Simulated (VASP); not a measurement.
**GaN (strained rocksalt), PBE single-point calculation: Ansatz's output and VASP's**

```
Ga N
1.0
     0.00000    2.17177    2.05128
     2.17177    0.00000    2.05128
     2.17177    2.17177    0.00000
Ga N
1 1
Direct
  0.00000 0.00000 0.00000
  0.50000 0.50000 0.50000
```

Ansatz printed

```
SCF 1 converged in 6 iterations: F = -4166.940080 eV  dr2 = 8.92e-11
  greatest PAW one-centre occupation: 0.997 electrons in one spin orbital (limit 2), on the Ga atom at site 0 (counted from 0), in its partial waves of l = 2
NSCF: frozen V_eff on 8 k-points
SCF converged after 6 iterations
Free energy (F): -4166.940080 eV
Harris-Foulkes:  -4166.940080 eV  (|F-HF|=8.28e-11)
Internal energy: -4166.940048 eV  (E = F + TS)
E sigma→0 (E₀):  -4166.940064 eV
Entropy (-TS):   -0.000032 eV (-0.016 meV/atom)
Fermi energy:    12.843348 eV
--- Per-component energies (eV) ---
  E_band       = 40.181505
  E_kinetic    = 247.324007
  E_local      = -1690.207871  (includes V_loc(G=0)·N_el)
  E_nonlocal   = 477.036491
  E_hartree    = 791.676469
  E_xc         = -128.275961
  E_vxc        = -133.683543  (∫ρ·V_xc dr)
  E_paw        = -2123.858659  (= ΣΔE_a)
  E_vpaw       = -443.640496  (= ΣTr[D̂ρ^β])
  E_aug_tail   = -0.000054  (compensation charges beyond the density's cutoff)
  E_ewald      = -1740.634470
  E_smearing   = -0.000032  (= −TS)
  E_closure    = -0.000000  (closes the sum)
  Σ components = -4166.940080   (vs F -4166.940080, Δ=0.00e0)
--- Forces (eV/Å), atoms counted from 1 ---
  atom   1  Ga    -0.00000000     0.00000000    -0.00000000
  atom   2  N      0.00000000     0.00000000    -0.00000000
  max |Σ_I F_I| component: 5.92e-30 eV/Å
--- Stress (GPa, compression-positive) ---
       -1.226497       0.000000       0.000000
        0.000000      -1.226497       0.000000
        0.000000       0.000000       8.781567
  P = ⅓ Tr σ = 2.1095 GPa (21.095 kbar)
--- Band table (eV; the first three rows and the last of 102) ---
  k-point 0: bands = ["-4.3371", "-1.3263", "-1.3263", "-1.3029", "-1.2682", "-1.1840", "11.8747", "12.4250", "12.4250", "14.7220", "27.1140", "27.1140", "27.4618"]
  k-point 1: bands = ["-4.1480", "-1.3280", "-1.3204", "-1.2982", "-1.2719", "-1.2013", "10.9700", "12.1751", "12.4169", "15.7166", "24.7659", "25.8221", "26.8464"]
  k-point 2: bands = ["-3.6011", "-1.3535", "-1.3447", "-1.3030", "-1.2327", "-1.2156", "9.0028", "12.2712", "12.4054", "17.0032", "22.6805", "24.0320", "25.4540"]
  k-point 101: bands = ["-2.9179", "-1.4936", "-1.1394", "-1.0437", "-1.0437", "2.0297", "5.8998", "9.5676", "9.5676", "12.8933", "20.1091", "24.8997", "26.5592"]
```

Each program uses its own PAW datasets. VASP's cell holds 18 valence electrons and Ansatz's 18. Ansatz's stress includes a Pulay correction; VASP's doesn't.

**Question.** What does VASP give for the same cell and level of theory?

**Answer.** gap between bands v and c 0.12 eV; least direct gap 2.30 eV; pressure 2.8 GPa.

From OUTCAR

```
k-points           NKPTS =    102   k-points in BZ     NKDIM =    102   number of bands    NBANDS=     16

   NELECT =      18.0000    total number of electrons

   dimension x,y,z NGX =    24 NGY =   24 NGZ =   24
   dimension x,y,z NGXF=    48 NGYF=   48 NGZF=   48

  energy-cutoff  :      520.00
  volume of cell :       19.35
      direct lattice vectors                 reciprocal lattice vectors
     0.000000000  2.171770691  2.051280677    -0.230226884  0.230226884  0.243750163
     2.171770691  0.000000000  2.051280677     0.230226884 -0.230226884  0.243750163
     2.171770691  2.171770691  0.000000000     0.230226884  0.230226884 -0.243750163

 k-points in reciprocal lattice and weights: KPOINTS created by Atomic Simulation Env
   0.00000000  0.00000000  0.00000000       0.001
   0.10000000  0.00000000  0.00000000       0.008
   0.20000000  0.00000000  0.00000000       0.008
   0.30000000 -0.00000000  0.00000000       0.008
   0.40000000 -0.00000000  0.00000000       0.008
   0.50000000  0.00000000  0.00000000       0.004
   0.10000000  0.10000000  0.00000000       0.002
   0.20000000  0.10000000  0.00000000       0.008
   ...

 E-fermi :   7.6858

 k-point     1 :       0.0000    0.0000    0.0000
  band No.  band energies     occupation
      1      -9.4958      2.00000
      2      -6.4176      2.00000
      3      -6.4176      2.00000
      4      -6.3963      2.00000
      5      -6.3625      2.00000
      6      -6.2752      2.00000
      7       6.7242      2.00000
      8       7.2747      2.00000
      9       7.2747      2.00000
     10       9.5740      0.00000
     11      22.0622      0.00000
     12      22.0622      0.00000
     13      22.3137      0.00000
     14      22.3138      0.00000
     15      22.5071      0.00000
     16      23.6332      0.00000

 k-point     2 :       0.1000    0.0000    0.0000
  band No.  band energies     occupation
      1      -9.3063      2.00000
      2      -6.4196      2.00000
      3      -6.4122      2.00000
      4      -6.3912      2.00000
      5      -6.3657      2.00000
      6      -6.2926      2.00000
      7       5.8199      2.00000
      8       7.0244      2.00000
      9       7.2665      2.00000
     10      10.5676      0.00000
     11      19.6382      0.00000
     12      20.6938      0.00000
     13      21.7389      0.00000
     14      22.8645      0.00000
     15      23.1136      0.00000
     16      24.2247      0.00000

 k-point     3 :       0.2000    0.0000    0.0000
  band No.  band energies     occupation
      1      -8.7582      2.00000
      2      -6.4471      2.00000
      3      -6.4374      2.00000
      4      -6.3952      2.00000
      5      -6.3244      2.00000
      6      -6.3072      2.00000
      7       3.8524      2.00000
      8       7.1196      2.00000
      9       7.2542      2.00000
     10      11.8527      0.00000
     11      17.5314      0.00000
     12      18.8868      0.00000
     13      20.3159      0.00000
     14      22.8688      0.00000
     15      24.3879      0.00000
     16      24.6753      0.00000

 k-point     4 :       0.3000   -0.0000    0.0000
  band No.  band energies     occupation
      1      -7.9297      2.00000
      2      -6.5054      2.00000
      3      -6.4793      2.00000
      4      -6.4314      2.00000
      5      -6.2720      2.00000
      6      -6.2570      2.00000
      7       1.8388      2.00000
      8       7.2578      2.00000
      9       7.2941      2.00000
     10      12.4107      0.00000
     11      16.5737      0.00000
     12      17.3589      0.00000
     13      18.8228      0.00000
     14      22.9385      0.00000
     15      26.2730      0.00000
     16      26.2746      0.00000

 k-point     5 :       0.4000   -0.0000    0.0000
  band No.  band energies     occupation
      1      -7.0356      2.00000
      2      -6.5535      2.00000
      3      -6.5309      2.00000
      4      -6.4503      2.00000
      5      -6.2340      2.00000
      6      -6.2006      2.00000
      7       0.1765      2.00000
      8       7.2773      2.00000
      9       7.4598      1.99998
     10      12.2560      0.00000
     11      16.3575      0.00000
     12      16.5590      0.00000
     13      17.7268      0.00000
     14      23.3889      0.00000
     15      28.5016      0.00000
     16      28.6063      0.00000

 k-point     6 :       0.5000    0.0000    0.0000
  band No.  band energies     occupation
      1      -6.5960      2.00000
      2      -6.5718      2.00000
      3      -6.5493      2.00000
      4      -6.4519      2.00000
      5      -6.2198      2.00000
      6      -6.1787      2.00000
      7      -0.5350      2.00000
      8       7.2891      2.00000
      9       7.5296      1.99919
     10      12.1078      0.00000
     11      16.0084      0.00000
     12      16.7150      0.00000
     13      17.2607      0.00000
     14      23.7079      0.00000
     15      30.3274      0.00000
     16      30.5122      0.00000

 ...

  Total       -0.0625737     -0.0625737      1.1576465      0.0000000      0.0000000      0.0000000
  in kB       -5.1810702     -5.1810702     95.8525142      0.0000000      0.0000000      0.0000000
  external PRESSURE =      28.4967912 kB  Pullay stress =       0.0000000 kB

 POSITION                                       TOTAL-FORCE (eV/Angst)
 -----------------------------------------------------------------------------------
      0.00000      0.00000      0.00000        -0.000000      0.000000     -0.000000
      2.17177      2.17177      2.05128         0.000000     -0.000000      0.000000
 -----------------------------------------------------------------------------------
    total drift:                                0.000000     -0.000000     -0.000000

  FREE ENERGIE OF THE ION-ELECTRON SYSTEM (eV)
  ---------------------------------------------------
  free  energy   TOTEN  =       -11.1829011250 eV

  energy  without entropy=      -11.1828623784  energy(sigma->0) =      -11.18288175
```
